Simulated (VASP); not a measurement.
# ZnS: convergence, energy along a vibration (SMASS = -2)

ZnS, atoms displaced along the mode, 2 atoms in the cell. PBE, energy along a line of displacements; PAW potentials Zn, S (PBE set). VASP 6.6.1.

Wanted: harmonic frequency within 1 %.

Mode: optical mode at Gamma along [111].

POSCAR of the starting run:
```
ZnS
1.0
    0.0000000000      2.7020000000      2.7020000000
    2.7020000000      0.0000000000      2.7020000000
    2.7020000000      2.7020000000      0.0000000000
Zn S
1 1
Direct
    0.2471878385      0.2471878385      0.2471878385
    0.0057348447      0.0057348447      0.0057348447

    0.0037992302   0.0037992302   0.0037992302
   -0.0077477752  -0.0077477752  -0.0077477752
```

The series start from k mesh: 5 × 5 × 5; Cutoff (eV): 360; Step along the mode (Å): 0.02; Electronic threshold (eV): 1e-7; Precision and projection: Accurate, reciprocal space. Each series keeps the choices made before it, and each single choice may use up half of a tolerance.

## k mesh

| k mesh | Harmonic frequency (THz) | Time (s) |
|---|---|---|
| 3 × 3 × 3 | 8.122 | 8.4 |
| 4 × 4 × 4 | 8.111 | 12 |
| 5 × 5 × 5 | 8.109 | 17 |
| 6 × 6 × 6 | 8.109 | 26 |
| 8 × 8 × 8 (reference) | 8.106 | 50 |

Chosen: 3 × 3 × 3, the loosest value from which every tighter one stays within half of the tolerance.

## Cutoff (eV)

| Cutoff (eV) | Harmonic frequency (THz) | Time (s) |
|---|---|---|
| 200 | 8.353 | 6.6 |
| 240 | 8.159 | 7.4 |
| 280 | 8.102 | 8.2 |
| 320 | 8.11 | 8.3 |
| 360 | 8.122 | 8.4 |
| 420 (reference) | 8.14 | 13 |

Chosen: 240.

## Electronic threshold (eV)

| Electronic threshold (eV) | Harmonic frequency (THz) | Time (s) |
|---|---|---|
| 0.001 | 8.12 | 6.2 |
| 0.0001 | 8.124 | 6.9 |
| 1e-5 | 8.125 | 7.1 |
| 1e-6 | 8.125 | 7.8 |
| 1e-7 | 8.125 | 9.3 |
| 1e-8 (reference) | 8.125 | 11 |

Chosen: 0.001.

## Precision and projection

| Precision and projection | Harmonic frequency (THz) | Time (s) |
|---|---|---|
| Accurate, reciprocal space | 8.12 | 6.2 |
| Normal, reciprocal space | 8.1 | 4.5 |
| Normal, Auto | 8.091 | 6.0 |

Chosen: Normal, reciprocal space; it saves 1.7 s of 6.2, so Accurate, reciprocal space would do nearly as well.

Also changed on the way, by series that aren't shown: Step along the mode (Å): 0.08.

The choices weren't compared together with a run at all the tightest settings, so their joint error isn't shown.

## The input

INCAR:
```
ALGO = Normal
EDIFF = 0.001
ENCUT = 240
GGA = PE
IBRION = 0
ISMEAR = 0
ISYM = 0
KPAR = 2
LASPH = True
LCHARG = False
LREAL = False
LWAVE = False
NELMIN = 4
NSW = 9
POTIM = 1
PREC = Normal
SIGMA = 0.03
SMASS = -2
```

KPOINTS:
```
Automatic mesh
0
Gamma
  3 3 3
  0 0 0
```

POSCAR:
```
ZnS
1.0
    0.0000000000      2.7020000000      2.7020000000
    2.7020000000      0.0000000000      2.7020000000
    2.7020000000      2.7020000000      0.0000000000
Zn S
1 1
Direct
    0.2387513539      0.2387513539      0.2387513539
    0.0229393787      0.0229393787      0.0229393787

    0.0151969209   0.0151969209   0.0151969209
   -0.0309911007  -0.0309911007  -0.0309911007
```

Commands:
```
cat potpaw_PBE.64/Zn/POTCAR potpaw_PBE.64/S/POTCAR > POTCAR
mpirun -np 2 vasp_std > vasp.out
```

Limits: NELMIN = 4 forces that many electronic steps, so a loose EDIFF looks better here than it is.

The chosen input took VASP 6.6.1 4.5 s on 2 cores (Intel Xeon Platinum 8488C (Sapphire Rapids)), a shared host.

## An input that fails: SMASS left out, so the atoms move under their forces

It runs to its end, but against the unchanged starting input it is off by 2.6 % in the harmonic frequency.

Changes against the starting input:
```
- SMASS = -2
```
